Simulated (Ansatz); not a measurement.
# HfO2: the cost of one run

Program: Ansatz 0.2.0. Level of theory: DFT PBEsol, scalar-relativistic, plane waves, PAW. These are calculated values, not measurements.

6 further runs of the same task are left out: 6 set aside as unsound or not needed. Runs told in other sessions of the task aren't counted.

### Step 1. The structure to begin with

Symmetry: P4_2/mnm, No. 136, tetragonal system. The conventional cell has a = 4.831 Å, b = 4.831 Å, c = 3.210 Å, α = 90.00°, β = 90.00°, γ = 90.00°. Hf (site symmetry mmm) has 6 O at 2.08 to 2.09 Å in its first shell of neighbours. O (site symmetry m2m) is surrounded by 3 Hf at 2.08 to 2.09 Å.

As a file:

```
Hf O
1.0
     4.83097    0.00000    0.00000
     0.00000    4.83097    0.00000
     0.00000    0.00000    3.21008
Hf O
2 4
Direct
  0.00000 0.00000 0.00000
  0.50000 0.50000 0.50000
  0.19497 0.80503 0.50000
  0.30503 0.30503 0.00000
  0.69497 0.69497 0.00000
  0.80503 0.19497 0.50000
```

It goes back to an entry of the Materials Project, which need not be the stable form.

This cell was relaxed beforehand with the same method: volume 12.49 Å³/atom, gap on the mesh 3.89 eV.

### Step 2. What is varied

Atoms count from 1 in the order of the input.

One atom moved over a plane, all else fixed.

- shift of Hf1 along [1 1 0]: 11 values from −0.690 to 0.690 Å
- shift of Hf1 along [0 0 1]: 11 values from −0.690 to 0.690 Å

Nothing else is relaxed (all other atoms fixed). Energies count from the relaxed crystal. Points are written as (first, second).

### Step 3. Point (−0.690 Å, −0.690 Å)

Contents of input.yaml:

```yaml
crystal:
  lattice:
    - [4.8309714453, 0.0, 0.0]
    - [0.0, 4.8309714453, 0.0]
    - [0.0, 0.0, 3.2100772211]
  atoms:
    - { symbol: Hf, position: [-0.1009949416, -0.1009949416, -0.2149481001] }
    - { symbol: Hf, position: [0.5, 0.5, 0.5] }
    - { symbol: O, position: [0.1949717253, 0.8050282747, 0.5] }
    - { symbol: O, position: [0.3050282747, 0.3050282747, 0.0] }
    - { symbol: O, position: [0.6949717253, 0.6949717253, 0.0] }
    - { symbol: O, position: [0.8050282747, 0.1949717253, 0.5] }
basis:
  ecutwfc: 420
kpoints:
  mp_grid: { grid: [6, 6, 8] }
hamiltonian:
  xc: pbesol
  pseudopotentials: { kind: paw, azcp: { folder: soft_1 } }
scf:
  occupations: { method: gaussian, width: 0.05 }
output:
  forces: true
  stress: true
  eigenvalues: true
```

Started as:

```
$ ansatz run input.yaml --threads 2 --pin off --max-ram 4096MiB --backend cpu --events-out ev --progress --plain --runs-dir out
```

**Question.** How long does this run take on 2 threads of Intel Xeon Platinum 8488C (Sapphire Rapids), shared host, and how much memory does it need?

About 16 s, with a peak of 0.53 GiB.
